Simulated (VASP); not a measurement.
Wanted: the native input for a VASP 6.6.1 run.

```
Task                   : relaxation of cell and atoms
Functional             : PBE
Potentials or basis    : VASP PAW PBE potentials, release 64 (Si, W_sv)
Cutoff                 : 520 eV
k mesh                 : 15 × 15 × 15
Occupations            : gaussian, width 0.1 eV
Spin                   : no spin polarisation
Further INCAR settings : ALGO = Normal; EDIFF = 1e-07; IBRION = 2; POTIM = 0.3; EDIFFG = -0.005; NSW = 60; ISIF = 3
```

The structure of Si2W lies in POSCAR:

```
Si2W                                    
1.0
   -1.6148151514      1.6148151514      3.9330235050
    1.6148151514     -1.6148151514      3.9330235050
    1.6148151514      1.6148151514     -3.9330235050
  Si              W             
     2     1
Direct
     0.3345655793220709    0.3345655793220709    0.0000000000000000
     0.6654344206779291    0.6654344206779291    0.0000000000000000
     0.0000000000000000    0.0000000000000000    0.0000000000000000
```

The input as run:

INCAR

```
SYSTEM = Si2W
ALGO = Normal ; EDIFF = 1E-7
EDIFFG = -0.005 ; ENCUT = 520
GGA = PE ; IBRION = 2
ISIF = 3 ; ISMEAR = 0
LASPH = .True. ; LCHARG = .False.
LREAL = .False. ; LWAVE = .False.
NELM = 120 ; NSW = 60
POTIM = 0.3 ; PREC = Accurate
SIGMA = 0.1
```

KPOINTS

```
k-points
0
Gamma
  15 15 15
  0 0 0
```

Potentials or basis: VASP PAW PBE potentials, release 64 (Si, W_sv).

Command:

```bash
$ cat potpaw_PBE.64/Si/POTCAR potpaw_PBE.64/W_sv/POTCAR > POTCAR
$ mpirun -np 1 vasp_std > vasp.out
```

Results of the run:

```
Relaxed volume                         : 13.68 Å³/atom
Relaxed cell                           : a = 4.549 Å, b = 4.549 Å, c = 4.549 Å, α = 138.41°, β = 138.41°, γ = 60.28°
Space group after relaxing (to 0.05 Å) : I4/mmm (No. 139)
Energy gained by relaxing              : 0.0 meV/atom
Ionic steps                            : 2
Pressure after relaxing                : 0.0 GPa
Band gap on the k mesh                 : none (metal or under the smearing width)
```

Run time: 4.5 min on 1 thread of Intel(R) Xeon(R) Platinum 8259CL CPU @ 2.50GHz (Skylake/Cascade Lake), with other jobs on the host, peak memory 0.34 GiB.
